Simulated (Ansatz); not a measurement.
# Nb (Im-3m) in Ansatz: a series of runs

The runs below take Nb through relaxation of cell and atoms, with PBEsol.

All numbers are computed with Ansatz 0.2.0; they aren't measurements. Logs are shortened: lines on timing, memory, paths and dates and some standing lists are left out, and cuts for length are marked.

## Step 1: The structure

Symmetry: Im-3m, No. 229, cubic system. The conventional cell has a = 3.328 Å, b = 3.328 Å, c = 3.328 Å, α = 90.00°, β = 90.00°, γ = 90.00°. Around Nb (site symmetry m-3m) lie 8 Nb at 2.88 Å.

## Step 2: Relaxation of cell and atoms, PBEsol, target pressure 20 GPa, at which the enthalpy is minimised

input.yaml

```yaml
crystal:
  lattice:
    - [-1.66395, 1.66395, 1.66395]
    - [1.66395, -1.66395, 1.66395]
    - [1.66395, 1.66395, -1.66395]
  atoms:
    - { symbol: Nb, position: [0.0, 0.0, 0.0] }
hamiltonian:
  xc: pbesol
  pseudopotentials: { kind: paw }
kpoints:
  mp_grid: { grid: [11, 11, 11] }
scf:
  occupations: { method: fermi_dirac, width: 0.05 }
output:
  forces: true
  stress: true
  eigenvalues: true
relax:
  f_tol: 0.01
  max_steps: 40
  cell: { stress_tol: 0.05, p_target: 20.0 }
```

Potentials or basis: Ansatz PAW.

Command:

```sh
ansatz run input.yaml --threads 2 --pin off --max-ram 5632MiB --backend cpu --events-out ev --progress --plain --runs-dir out
```

The program printed:

```text
Warning: RAYON_NUM_THREADS=2 ignored (pool sized by the plan → 2); use --threads N
Engine: ansatz 0.2.0, aarch64-unknown-linux-gnu
Pseudopotentials: kind: paw
Pseudopotential: Nb, paw, valence charge 13, recommended cutoff 420 eV (normal), Nb.paw.azcp
Functional definition: PBEsol
  exchange = pbesol_x
  correlation = pbesol_c
Crystal: 1 atoms, lattice volume = 18.428 Å³
Basis set: ecut = 420 eV, 369 PW (Γ), exchange–correlation on 40×40×40 points (8 copies of the dense FFT grid, shifted against one another)
Bands: 11, of which v1, the nominal top of the filled ones, is band 7 counted from 1 (6 counted from 0)
Symmetry: 48 space group operations
Space group: Im-3m (ITA 229), of the structure as read, at distance tolerance 2.6e-5 Å
k-points: 56 of 1331
Non-local potential: Nb, projectors of the file, l = 0: 3, l = 1: 2, l = 2: 2, l = 3: 1
PAW form: soft (Blöchl's): semilocal exchange-correlation on the pseudo side does not see the compensation charge
PAW frozen core: Nb, regenerated for the run's functional, and the local potential with it (the file was generated under x = pbe(κ = 0.804, μ = 0.2195149727645171), c = pbe(β = 0.06672455060314922))
PAW one-centre angular grid: Nb, 590 points (default); XC on 64 Gauss nodes
Initial density: superposition of atomic densities (neutral atoms: chi_scale 0, normalization atom), corrected by the library's trained network
Initial wavefunctions: pseudopotential atomic-orbital guess
Functional: x = pbesol(κ = 0.804, μ = 0.12345679012345678), c = pbesol(β = 0.046)
SCF iter   1: F=—  HF=-4495.430292 eV  |F-HF|=—  |Δ(HF+E_count)|=         —  Δρ=5.92e-3  dr2=6.11e-3  ethr=1.77e-3  ⟨swp⟩=5.0  Hψ=3577  notcnv=0
preconditioner: auto → none  [metal: Δε(μ)=0.021 eV  Ē_g=7.468 eV  σ=0.050 eV  W_gap=0.10  n_scr=0 (ndim 8)  ℏωp=19.3 eV  f_vac=0.000  D(μ)=1.71/eV (n_scr^D=18)]
SCF iter   2: F=—  HF=-4495.428191 eV  |F-HF|=—  |Δ(HF+E_count)|=   2.10e-3  Δρ=1.90e-3  dr2=2.36e-4  ethr=4.70e-5  ⟨swp⟩=2.7  Hψ=1507  notcnv=0  defer=4
SCF iter   3: F=—  HF=-4495.428144 eV  |F-HF|=—  |Δ(HF+E_count)|=   4.70e-5  Δρ=7.09e-4  dr2=3.19e-5  ethr=1.82e-6  ⟨swp⟩=1.0  Hψ=609  notcnv=0  defer=4
SCF iter   4: F=—  HF=-4495.428138 eV  |F-HF|=—  |Δ(HF+E_count)|=   5.93e-6  Δρ=2.91e-5  dr2=5.72e-8  ethr=2.45e-7  ⟨swp⟩=1.8  Hψ=858  notcnv=0  defer=4
iter 5 did not close the SCF: its close was put off for the readings that it lacked (scf_convergence_deferred on its scf_iter line)
SCF iter   5: F=-4495.428138 eV  HF=-4495.428138 eV  |F-HF|=7.68e-10  |Δ(HF+E_count)|=   6.61e-8  Δρ=2.74e-6  dr2=1.18e-9  ethr=4.40e-10  ⟨swp⟩=2.0  Hψ=780  notcnv=0  defer=4
SCF iter   6: F=-4495.428138 eV  HF=-4495.428138 eV  |F-HF|=9.09e-13  |Δ(HF+E_count)|=  3.75e-10  Δρ=1.66e-7  dr2=1.06e-12  ethr=9.10e-12  ⟨swp⟩=1.6  Hψ=1845  notcnv=0
SCF 1 converged in 6 iterations: F = -4495.428138 eV  dr2 = 1.06e-12
relax step   1: F+E_penalty+E_count = -4495.42813819 eV  Δ(F+E_penalty+E_count) = +0.000e0 eV  max|allowed force component| = 0.000e0 eV/Å  Δτ_max = 0.0000 Å  P = -7.791 GPa  Ω = 18.428 Å³  (6 SCF iters, dr2 threshold 1.00e-7 eV, accepted)
Crystal: 1 atoms, lattice volume = 15.862 Å³
Basis set: ecut = 420 eV, 321 PW (Γ), exchange–correlation on 40×40×40 points (8 copies of the dense FFT grid, shifted against one another)
Initial density: handed on by an earlier stage of this run
Initial wavefunctions: those handed on with the density
[... 26 lines left out ...]
SCF iter   1: F=—  HF=-4495.354505 eV  |F-HF|=—  |Δ(HF+E_count)|=         —  Δρ=1.86e-4  dr2=6.20e-7  ethr=8.05e-9  ⟨swp⟩=3.2  Hψ=5489  notcnv=0
SCF iter   2: F=—  HF=-4495.354506 eV  |F-HF|=—  |Δ(HF+E_count)|=   1.69e-7  Δρ=9.03e-5  dr2=1.31e-7  ethr=4.77e-9  ⟨swp⟩=1.1  Hψ=640  notcnv=0
SCF iter   3: F=—  HF=-4495.354506 eV  |F-HF|=—  |Δ(HF+E_count)|=   1.33e-7  Δρ=7.48e-6  dr2=2.67e-9  ethr=1.01e-9  ⟨swp⟩=2.0  Hψ=973  notcnv=0
SCF iter   4: F=—  HF=-4495.354506 eV  |F-HF|=—  |Δ(HF+E_count)|=  6.84e-10  Δρ=1.69e-6  dr2=1.13e-10  ethr=2.05e-11  ⟨swp⟩=2.1  Hψ=923  notcnv=0
SCF iter   5: F=-4495.354506 eV  HF=-4495.354506 eV  |F-HF|=1.82e-12  |Δ(HF+E_count)|=  4.37e-11  Δρ=2.53e-7  dr2=2.84e-12  ethr=1.00e-12  ⟨swp⟩=5.0  Hψ=2080  notcnv=0
SCF 5 converged in 5 iterations: F = -4495.354506 eV  dr2 = 2.84e-12
relax step   5: F+E_penalty+E_count = -4495.35450575 eV  Δ(F+E_penalty+E_count) = +2.965e-4 eV  max|allowed force component| = 0.000e0 eV/Å  Δτ_max = 0.0000 Å  P = +19.993 GPa  Ω = 15.974 Å³  stress off target by 6.54e-3 GPa  SCF on the basis re-selected at this cell (its energy is not comparable with the rows above)  (5 SCF iters)
basis re-selected at this cell: Δ(F+E_penalty+E_count) = +2.965e-4 eV, ΔP = -0.006 GPa vs the last step (what re-selecting the basis moved, of the pressure what is left beyond the Pulay correction that the steps carried, after the strain that the cell walked since its last selection, with what the two solves' SCF thresholds leave and, on support functions, any second-order correction that the steps lacked; it is no measure of the basis error at this ecutwfc). This SCF's stress stands 6.54e-3 GPa from its target on what of the cell is left free (relax.cell.stress_tol is 5.00e-2 GPa) and its largest allowed force component is 0.00e0 eV/Å (relax.f_tol is 1.00e-2 eV/Å): within both
SCF converged after 5 iterations
Free energy (F): -4495.354506 eV
Harris-Foulkes:  -4495.354506 eV  (|F-HF|=1.82e-12)
Internal energy: -4495.338842 eV  (E = F + TS)
E sigma→0 (E₀):  -4495.346674 eV
Entropy (-TS):   -0.015664 eV (-15.664 meV/atom)
Fermi energy:    20.244207 eV
--- Per-component energies (eV) ---
  E_band       = -34.186847
  E_kinetic    = 400.408156
  E_local      = -624.141273  (includes V_loc(G=0)·N_el)
  E_nonlocal   = 122.520164
  E_hartree    = 195.834714
  E_xc         = -176.320878
  E_vxc        = -214.954203  (∫ρ·V_xc dr)
  E_paw        = -3018.297760  (= ΣΔE_a)
  E_vpaw       = -109.689148  (= ΣTr[D̂ρ^β])
  E_aug_tail   = 0.000007  (compensation charges beyond the density's cutoff)
  E_ewald      = -1395.530681
  E_core_change = 0.188709  (= ΣΔE_core)
  E_smearing   = -0.015664  (= −TS)
  E_closure    = 0.000000  (closes the sum)
  Σ components = -4495.354506   (vs F -4495.354506, Δ=0.00e0)
--- Forces (eV/Å), atoms counted from 1 ---
  atom   1  Nb     0.00000000    -0.00000000     0.00000000
  max |Σ_I F_I| component: 2.77e-32 eV/Å
--- Stress (GPa, compression-positive) ---
       19.993459      -0.000000       0.000000
        0.000000      19.993459      -0.000000
        0.000000      -0.000000      19.993459
  P = ⅓ Tr σ = 19.9935 GPa (199.935 kbar)
--- Band table (eV; the first three rows and the last of 56) ---
  k-point 0: bands = ["-33.8772", "-8.8921", "-8.8921", "-8.8921", "14.1493", "20.5592", "20.5592", "20.5592", "23.8841", "23.8841", "34.6560"]
  k-point 1: bands = ["-33.8466", "-9.0640", "-8.9429", "-8.8940", "14.5369", "20.3124", "20.4901", "20.9418", "23.5191", "23.8817", "34.9867"]
  k-point 2: bands = ["-33.7634", "-9.5099", "-9.0772", "-8.8995", "15.5032", "19.7183", "20.2019", "22.0497", "23.1639", "23.9295", "35.5065"]
  k-point 55: bands = ["-33.2159", "-10.2243", "-10.1915", "-10.1915", "15.8517", "15.9356", "26.0213", "26.0213", "26.5585", "29.9421", "31.3253"]
--- Relaxed structure (4 steps of the walk, 4 accepted, 1 SCFs on fresh bases) ---
  F+E_penalty+E_count = -4495.35450575 eV   max|allowed force component| = 0.000e0 eV/Å   (the final SCF, on the basis selected at the relaxed cell)
  cell:  # Å, volume = 15.9738 Å³
    - [-1.5865327436749719, 1.5865327436749719, 1.5865327436749717]
    - [1.5865327436749719, -1.5865327436749719, 1.5865327436749717]
    - [1.5865327436749719, 1.5865327436749719, -1.5865327436749717]
  atoms:
    - { symbol: Nb, position: [0.0, 0.0, 0.0] }
```

Wall time 3.5 s (2 threads of Arm Neoverse N1, shared host); peak memory 0.27 GiB.

Results:

- Free energy: -4495.3545 eV
- Relaxed volume: 15.97 Å³/atom
- Relaxed cell: a = 2.748 Å, b = 2.748 Å, c = 2.748 Å, α = 109.47°, β = 109.47°, γ = 109.47°
- Space group after relaxing (to 0.05 Å): Im-3m (No. 229)
- Energy change on relaxing (the enthalpy is what falls): +73.6 meV/atom
- Ionic steps: 5
- Pressure after relaxing: 20.0 GPa
- Band gap on the k mesh: none (metal or under the smearing width)

Step by step:
```tsv
step	energy change (eV)	largest force (eV/Å)	volume (Å³)
1	0.0000	0.0000	18.43
2	0.0878	0.0000	15.86
3	0.0716	0.0000	15.99
4	0.0733	0.0000	15.97
5	0.0736	0.0000	15.97
```

Final structure:
```
CELL_PARAMETERS angstrom
-1.58653 1.58653 1.58653
1.58653 -1.58653 1.58653
1.58653 1.58653 -1.58653
ATOMIC_POSITIONS crystal
Nb 0.00000 0.00000 0.00000
```

Caveat: the plane-wave basis is chosen anew once the cell has moved, so the energies of steps on either side of that aren't comparable; the PAW data sets come from PBE, with cores solved anew for the run's functional, which leaves a small shift of forces and pressure.

## Step 3: Relaxation of cell and atoms, PBEsol, target pressure 30 GPa, at which the enthalpy is minimised

Edit input.yaml of step 2 so:

```diff
@@ -18,2 +18,6 @@
   eigenvalues: true
+  write_density: true
+  write_potential: true
+  elf: true
+  volumetric_format: npy
 relax:
@@ -21,2 +25,2 @@
   max_steps: 40
-  cell: { stress_tol: 0.05, p_target: 20.0 }
+  cell: { stress_tol: 0.05, p_target: 30.0 }
```

Potentials or basis: Ansatz PAW.

Command:

```sh
ansatz run input.yaml --threads 2 --pin off --max-ram 5632MiB --backend cpu --events-out ev --progress --plain --runs-dir out
```

It took 3.8 s on 2 threads of Arm Neoverse N1, shared host; peak memory 0.27 GiB.

The run converged. Its results:

* Free energy: -4495.2565 eV
* Relaxed volume: 15.34 Å³/atom
* Relaxed cell: a = 2.711 Å, b = 2.711 Å, c = 2.711 Å, α = 109.47°, β = 109.47°, γ = 109.47°
* Space group after relaxing (to 0.05 Å): Im-3m (No. 229)
* Energy change on relaxing (the enthalpy is what falls): +171.7 meV/atom
* Ionic steps: 5
* Pressure after relaxing: 30.0 GPa
* Band gap on the k mesh: none (metal or under the smearing width)

Step by step:
```tsv
step	energy change (eV)	largest force (eV/Å)	volume (Å³)
1	0.0000	0.0000	18.43
2	0.0878	0.0000	15.86
3	0.1866	0.0000	15.26
4	0.1713	0.0000	15.34
5	0.1717	0.0000	15.34
```

Final structure:
```
Nb
1.0
    -1.56533    1.56533    1.56533
     1.56533   -1.56533    1.56533
     1.56533    1.56533   -1.56533
Nb
1
Direct
  0.00000 0.00000 0.00000
```

Levels at points of the mesh, in eV from the Fermi level:
| k point | band 2 | band 3 | band 4 | band 5 | band 6 | band 7 | band 8 | band 9 | band 10 | band 11 |
| --- | --- | --- | --- | --- | --- | --- | --- | --- | --- | --- |
| (0.00, 0.00, 0.00) | -29.01 | -29.01 | -29.01 | -6.15 | 0.26 | 0.26 | 0.26 | 3.73 | 3.73 | 14.47 |

Caveat: the volume moved by over 15 % at a fixed basis, so the end points are rough; the plane-wave basis is chosen anew once the cell has moved, so the energies of steps on either side of that aren't comparable; the PAW data sets come from PBE, with cores solved anew for the run's functional, which leaves a small shift of forces and pressure.
